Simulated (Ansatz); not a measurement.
# Relaxing iron (fcc)

Theory: DFT, RPBE, plane waves (420 eV) with PAW, scalar-relativistic in Ansatz 0.2.0. The PAW files were generated under PBE, with cores re-solved for the functional.

k-point mesh 12×12×9, Fermi-Dirac smearing 0.05 eV, starting moments 2.50, -2.50 μB. Cell and atoms relax.

Starting structure:

```
Fe
1.0
     2.55376    0.00000    0.00000
     0.00000    2.55376    0.00000
     0.00000    0.00000    3.61156
Fe
2
Direct
  0.00000 0.00000 0.00000
  0.50000 0.50000 0.50000
```

Problem. What cell does the relaxation end in?

Solution. I4/mmm (spin ignored) with a = 2.440 Å, c = 3.771 Å (c/a = 1.546); 11.22 Å³ per atom against 11.78 at the start (-4.7 %).

The cell has left the fcc structure type; it ends in I4/mmm.

Problem. How much energy does the relaxation gain?

Solution. 56.5 meV per atom.

Problem. Which magnetic state does it end in?

Solution. antiferromagnetic, largest moment 1.77 μB in the atomic sphere; moments 1.77, -1.77 μB.
